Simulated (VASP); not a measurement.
# Mg2Ge: relaxation of cell and atoms with PBE

The system is Mg2Ge.

```
CELL_PARAMETERS angstrom
0.00000 3.27799 3.27799
3.27799 0.00000 3.27799
3.27799 3.27799 0.00000
ATOMIC_POSITIONS crystal
Mg 0.25000 0.25000 0.25000
Mg 0.75000 0.75000 0.75000
Ge 0.00000 0.00000 0.00000
```

The cell was built by a generator and needn't be a form met in nature.

```
Program                : VASP 6.6.1
Task                   : relaxation of cell and atoms
Functional             : PBE
Potentials or basis    : VASP PAW PBE potentials, release 64 (Mg, Ge_d)
Cutoff                 : 600 eV
k mesh                 : 5 × 5 × 5
Occupations            : methfessel-paxton, width 0.0105 eV
Spin                   : no spin polarisation
Dipole correction      : no
Further INCAR settings : ALGO = Normal; EDIFF = 1e-06; IBRION = 2; EDIFFG = -0.01; NSW = 60; ISIF = 3
```

The relaxed volume is 21.96 Å³/atom, the relaxed cell is a = 4.533 Å, b = 4.533 Å, c = 4.533 Å, α = 60.00°, β = 60.00°, γ = 60.00° and the space group after relaxing (to 0.05 Å) is Fm-3m (No. 225). The energy gained by relaxing is 15.1 meV/atom, the ionic steps are 3 and the pressure after relaxing is 0.0 GPa. The band gap on the k mesh is 0.40 eV, indirect (least direct gap 0.97 eV).

The path:
```
step  energy change (eV)  largest force (eV/Å)  pressure (GPa)  volume (Å³)
   1              0.0000                0.0000           -2.99        70.45
   2             -0.0452                0.0000           -0.15        66.07
   3             -0.0453                0.0000            0.02        65.88
```

Final structure:
```yaml
crystal:
  lattice:
    - [0.00000, 3.20561, 3.20561]
    - [3.20561, 0.00000, 3.20561]
    - [3.20561, 3.20561, 0.00000]
  atoms:
    - { symbol: Mg, position: [0.25000, 0.25000, 0.25000] }
    - { symbol: Mg, position: [0.75000, 0.75000, 0.75000] }
    - { symbol: Ge, position: [0.00000, 0.00000, 0.00000] }
```

Levels at points of the mesh, in eV from the valence-band top:
| k point | band 7 | band 8 | band 9 | band 10 | band 11 | band 12 |
| --- | --- | --- | --- | --- | --- | --- |
| (0.00, 0.00, 0.00) | 0.00 | 0.00 | 0.00 | 0.97 | 2.77 | 2.77 |

It took 33 s on 1 thread of Intel(R) Xeon(R) 6975P-C (Granite Rapids) (shared host), peak memory 0.24 GiB.

Caveat: an odd mesh through Γ misses points on the zone boundary, where band edges often lie. A hybrid or GW would open this gap; PBE tends to underestimate it.
